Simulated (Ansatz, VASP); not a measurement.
Two plane-wave programs on CoSi

```
Co Si
1.0
     4.44500    0.00000    0.00000
     0.00000    4.44500    0.00000
     0.00000    0.00000    4.44500
Co Si
4 4
Direct
  0.14403 0.14403 0.14403
  0.64403 0.35597 0.85597
  0.85597 0.64403 0.35597
  0.35597 0.85597 0.64403
  0.84268 0.84268 0.84268
  0.34268 0.65732 0.15732
  0.15732 0.34268 0.65732
  0.65732 0.15732 0.34268
```

Alike in both runs: functional PBEsol; k mesh 8 × 8 × 8; occupations fermi-dirac, width 0.05 eV; no spin polarisation.

Ansatz relaxed the structure, and its values are those at the end. VASP's run is a single point on that final structure, the one shown.

|  | VASP | Ansatz |
| --- | --- | --- |
| version | VASP 6.6.1 | Ansatz 0.2.0 |
| potentials or method | VASP PAW PBE potentials, release 64 (Co, Si) | scalar-relativistic, plane waves, PAW |
| plane-wave cutoff (eV) | 520 | 420 |
| valence electrons in the cell | 52 | 84 |

Ansatz gave:

| Quantity | Value |
| --- | --- |
| gap on the k mesh at the Fermi level (eV) | none |
| pressure (GPa) | -8.8 |
| rms of the force components (eV/Å) | 0.000 |

Problem. Which values does VASP return?

Solution. gap on the k mesh at the Fermi level (eV): none; pressure (GPa): -8.6; rms of the force components (eV/Å): 0.004.

A gap of «none» marks a metal or a gap that the smearing closes. The two sets of potentials don't hold the same shells in valence. Ansatz warned: «stress_scf_threshold_loose».

Caveats: the PAW data sets were made with another functional, which shifts forces and pressure a little (VASP). Spin polarisation is off, so any magnetic state and its effect on volume and gap are missing.
